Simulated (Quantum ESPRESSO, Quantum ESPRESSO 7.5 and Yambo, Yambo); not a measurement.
# Excitons of BeTe (F-43m) on ever denser meshes

Wanted: excitons and ε₂ of BeTe (F-43m), with cost.

Calculated with Quantum ESPRESSO 7.5 and Yambo 5.3.0; PBE and many-body steps on it, plane waves.

## Step 1: Starting point

The structure is cubic, space group F-43m (No. 216). Conventional cell: a = 5.663 Å, b = 5.663 Å, c = 5.663 Å, α = 90.00°, β = 90.00°, γ = 90.00°. Nearest to Be lie 4 Te at 2.45 Å. Nearest to Te lie 4 Be at 2.45 Å. Farther neighbours and most contacts between anions are not listed.

The cell and positions are those that the Materials Project relaxed with its own functionals (PBE, PBE+U or r2SCAN), kept fixed. Spin-orbit coupling is left out unless a step names it.

## Step 2: Empty states on the mesh, 4×4×4 mesh, 117 bands

This step: Quantum ESPRESSO 7.5; DFT, PBE, plane waves, norm-conserving pseudopotentials.

The sums over transitions need many empty states on a uniform mesh; this step solves for them.

Input file pw.in:

```
&control
  calculation = 'nscf'
  prefix = 'x'
  outdir = 'o'
  pseudo_dir = 'pseudo'
/
&system
  ibrav = 0
  nat = 2
  ntyp = 2
  ecutwfc = 88.0
  nbnd = 117
  force_symmorphic = .true.
/
&electrons
  conv_thr = 1e-9
  electron_maxstep = 80
  diago_full_acc = .true.
  diago_thr_init = 5e-6
/
ATOMIC_SPECIES
  Be 9.012 Be.upf
  Te 127.6 Te.upf
CELL_PARAMETERS angstrom
  -0.0000000000 2.8314587876 2.8314587876
  2.8314587876 0.0000000000 2.8314587876
  2.8314587876 2.8314587876 0.0000000000
ATOMIC_POSITIONS crystal
  Be 0.0000000000 0.0000000000 0.0000000000
  Te 0.7500000000 0.7500000000 0.7500000000
K_POINTS automatic
  4 4 4 0 0 0
```

On the command line:

```
> OMP_NUM_THREADS=1 mpirun -n 4 pw.x -nk 4 -in pw.in > pw.out
```

The program printed:

```text
Program PWSCF v.7.5 starts

     This program is part of the open-source Quantum ESPRESSO suite
     for quantum simulation of materials; please cite
         "P. Giannozzi et al., J. Phys.:Condens. Matter 21 395502 (2009);
         "P. Giannozzi et al., J. Phys.:Condens. Matter 29 465901 (2017);
         "P. Giannozzi et al., J. Chem. Phys. 152 154105 (2020);
     in publications or presentations arising from this work. More details at

     Atomic positions and unit cell read from directory:
     o/x.save/

     Message from routine setup:
[...]
68.2968  68.2968  68.9724  68.9724  69.4415  70.2113  70.5064  71.4710
     [... 3 further rows ...]
    90.8928  91.5539  93.4845  93.5690  94.4187  94.4187  95.0532  95.6711
    95.6711  95.9474  95.9474  97.3662  97.3662

          k = 0.3536 0.0000 0.0000 (  4256 PWs)   bands (ev):

     [... further k-points ...]

     highest occupied, lowest unoccupied level (ev):     8.4384   10.4653

     XML data file, pseudopotentials, collected wavefunctions

=------------------------------------------------------------------------------=
   JOB DONE.
=------------------------------------------------------------------------------=
```

Run time: 10 s. Hardware: 4 MPI ranks of Arm Neoverse V1, shared host; peak memory 0.37 GiB; 41 s of CPU time.

This step gave:

- gap: 2.027 eV
- k of the valence top: 0, 0, 0
- k of the conduction bottom: 0, -0.5, -0.5
- least direct gap: 3.645 eV
- k points computed: 8
- lowest point of the top converged band, above the valence top: 86.6703 eV

On this mesh the gap is 2.027 eV.

The density comes from a self-consistent run that is not shown.

## Step 3: Conversion and set-up

This step: Yambo 5.3.0; conversion and set-up on PBE, plane waves, norm-conserving pseudopotentials.

The states are converted to the many-body program's format and the q mesh is built.

On the command line:

```
> (cd o/x.save; p2y > p2y.log; mv SAVE ../..); yambo > setup.log
```

The program printed:

```text
 Yambo, version 5.3.0

 [02] CORE Variables Setup
 =========================

  [02.01] Unit cells
  ==================

  Cell kind             :  FCC
  Atoms in the cell     :  Be  Te
  number of Be atoms    :  1
  number of Te atoms    :  1

  List of atomic masses
  Mass of Be    :  9.012000
  Mass of Te    :  127.6000

  List of atomic coordinates    : [cc]
  Be1       :  0.000000  0.000000  0.000000  order 1
  Te1       :  8.026022  8.026022  8.026022  order 2

  Alat factors          :  5.350682  5.350682  5.350682 [a.u.]
  Direct lattice volume :  306.3778 [a.u.]
[...]
==========================================

 IBZ Q-points                                      :   8
 BZ  Q-points                                      :   64

 K/Q-points units:
 rlu = crystal or reduced units; cc = cartesian coordinates; iku = interal k-units

 Q [1]          [rlu]:  0.000000  0.000000  0.000000
 Q [2]          [rlu]:  0.54651E-16  0.26895E-16  0.25000
 Q [3]          [rlu]: -0.10930E-15 -0.53790E-16 -0.50000
[...]
Q [7]          [rlu]: -0.91171E-17 -0.50000     -0.50000
 Q [8]          [rlu]:  0.250000 -0.500000 -0.250000

  [03.01] X indexes
  =================

   [03.01.01] Sigma indexes
   ========================

 [06] Game Over & Game summary
```

Wall time 2.7 s (1 MPI rank); peak memory 0.25 GiB.

## Step 4: Screening and self-energy, 4×4×4 mesh, 117 bands, screening to 163.3 eV

Now the one-shot GW correction: screening in the RPA, then the self-energy of the levels asked for.

This step: G0W0 on PBE, plane waves, norm-conserving pseudopotentials.

Input file gw1.in:

```
HF_and_locXC
gw0
dyson
ppa
em1d
rim_cut
RandQpts= 1000000
RandGvec= 1 RL
EXXRLvcs= 88 Ry
VXCRLvcs= 352 Ry
Chimod= "HARTREE"
% BndsRnXp
 1 | 117 |
%
NGsBlkXp= 12 Ry
% LongDrXp
 1 | 1 | 1 |
%
% GbndRnge
 1 | 117 |
%
DysSolver= "n"
ExtendOut
PPAPntXp= 27.21138 eV
% QPkrange
 1 | 1 | 13 | 16 |
 7 | 7 | 13 | 16 |
%
```

On the command line:

```
> OMP_NUM_THREADS=1 mpirun -n 4 yambo -F gw1.in -J gw1 -C gw1 > gw1.log
```

The program printed:

```text
 Yambo, version 5.3.0

 [02] CORE Variables Setup
 =========================

  [... cell, symmetries and grids as in the set-up ...]

  [02.05] Energies & Occupations
  ==============================

  [X] === General ===
  [X] Electronic Temperature                        :  0.000000  0.000000 [eV K]
  [X] Bosonic    Temperature                        :  0.000000  0.000000 [eV K]
  [X] Finite Temperature mode                       : no
  [X] El. density                                   :  0.61673E+24 [cm-3]
[...]
QP @ state[ 1 ] b range                          :  13  16
   QP @ state[ 2 ] K range                          :   7   7
   QP @ state[ 2 ] b range                          :  13  16
   GF energies kind                                 : Perdew, Burke & Ernzerhof(X)+Perdew, Burke & Ernzerhof(C)
   GF WF`s kind                                     : Perdew, Burke & Ernzerhof(X)+Perdew, Burke & Ernzerhof(C)
   Xs energies kind                                 : Perdew, Burke & Ernzerhof(X)+Perdew, Burke & Ernzerhof(C)
   Xs WF`s kind                                     : Perdew, Burke & Ernzerhof(X)+Perdew, Burke & Ernzerhof(C)

 [11] Game Over & Game summary
```

Run time: 95 s. Hardware: 4 MPI ranks; peak memory 1.6 GiB.

Numbers from this step:

- G0W0 gap on the points computed: 2.807 eV
- starting gap on the mesh: 2.027 eV
- k of the valence top: 0, 0, 0
- k of the conduction bottom: 0, -0.5, -0.5
- least direct G0W0 gap on the computed points: 4.682 eV

The gap on the mesh goes from 2.03 eV to 2.81 eV, a correction of +0.78 eV.

The gap opens by 0.780 eV; the next steps shift the empty bands rigidly by 1.038 eV, the correction at the start's least direct gap.

## Step 5: Empty states on the mesh, 4×4×4 mesh, 24 bands

This step: Quantum ESPRESSO 7.5; DFT, PBE, plane waves, norm-conserving pseudopotentials.

pw.in, as its differences from that of step 2:

```diff
@@ -11,3 +11,3 @@
   ecutwfc = 88.0
-  nbnd = 117
+  nbnd = 24
   force_symmorphic = .true.
```

On the command line:

```
> OMP_NUM_THREADS=1 mpirun -n 4 pw.x -nk 4 -in pw.in > pw.out
```

The program printed:

```text
[banner, memory and clock lines left out]
Program PWSCF v.7.5 starts

     Atomic positions and unit cell read from directory:
     o/x.save/

     Message from routine setup:
     using ibrav=0 with symmetry is DISCOURAGED, use correct ibrav instead

     G-vector sticks info

     bravais-lattice index     =            0
     lattice parameter (alat)  =       7.5670  a.u.
     unit-cell volume          =     306.3778 (a.u.)^3
     number of atoms/cell      =            2
     number of atomic types    =            2
     number of electrons       =        28.00
[...]
-27.7508 -27.7508  -3.2120   5.1820   7.7846   7.7846  11.7329  12.9445
    12.9445  15.4008  17.4771  17.5676  17.5676  20.0172  23.7801  23.7801

          k =-0.3536-0.3536 0.3536 (  4314 PWs)   bands (ev):

  -150.4589-100.4840-100.4840-100.4840 -91.9314 -27.7616 -27.7603 -27.7603
   -27.7508 -27.7508  -2.4520   3.0133   7.3365   7.3365  11.4886  13.0623
    13.0623  16.2775  19.3253  19.9550  19.9550  20.7099  21.7639  21.7639

          k = 0.3536 0.0000 0.0000 (  4256 PWs)   bands (ev):

     [... further k-points ...]

     highest occupied, lowest unoccupied level (ev):     8.4384   10.4653

     XML data file, pseudopotentials, collected wavefunctions
```

The job ended after 1.9 s (4 MPI ranks; peak memory 0.06 GiB; 7.4 s of CPU time).

This step gave:

```
gap                                                           : 2.027 eV
k of the valence top                                          : 0, 0, 0
k of the conduction bottom                                    : 0, -0.5, -0.5
least direct gap                                              : 3.645 eV
k points computed                                             : 8
lowest point of the top converged band, above the valence top : 11.28 eV
```

On this mesh the gap is 2.027 eV.

## Step 6: Conversion and set-up

This step: Yambo 5.3.0; conversion and set-up on PBE, plane waves, norm-conserving pseudopotentials.

On the command line:

```
> (cd o/x.save; p2y > p2y.log; mv SAVE ../..); yambo > setup.log
```

The program printed:

```text
 Yambo, version 5.3.0

 [02] CORE Variables Setup
 =========================

  [02.01] Unit cells
  ==================

  Cell kind             :  FCC
  Atoms in the cell     :  Be  Te
  number of Be atoms    :  1
  number of Te atoms    :  1

  List of atomic masses
  Mass of Be    :  9.012000
  Mass of Te    :  127.6000

  List of atomic coordinates    : [cc]
  Be1       :  0.000000  0.000000  0.000000  order 1
  Te1       :  8.026022  8.026022  8.026022  order 2

  Alat factors          :  5.350682  5.350682  5.350682 [a.u.]
  Direct lattice volume :  306.3778 [a.u.]
[...]
==========================================

 IBZ Q-points                                      :   8
 BZ  Q-points                                      :   64

 K/Q-points units:
 rlu = crystal or reduced units; cc = cartesian coordinates; iku = interal k-units

 Q [1]          [rlu]:  0.000000  0.000000  0.000000
 Q [2]          [rlu]:  0.54651E-16  0.26895E-16  0.25000
 Q [3]          [rlu]: -0.10930E-15 -0.53790E-16 -0.50000
[...]
Q [7]          [rlu]: -0.91171E-17 -0.50000     -0.50000
 Q [8]          [rlu]:  0.250000 -0.500000 -0.250000

  [03.01] X indexes
  =================

   [03.01.01] Sigma indexes
   ========================

 [06] Game Over & Game summary
```

Elapsed: 2.6 s, on 1 MPI rank; peak memory 0.25 GiB.

(Part 1 of 4 ends here.)

[Paths, hosts, dates, memory and timing lines, banners, echoed tables and standing remarks are left out of the program output.]

[Logs are printed without paths, hosts, clocks, repeated set-up lines and the standing remarks that a program may print on its own settings, such as how far it seeks lower states.]

[Runs of the session that timed out or met a known fault of the program may be left out.]

[Hosts, paths, dates, database ids (printed as entryN), source tags and the programs' standing remarks are cut or masked in the printed files.]
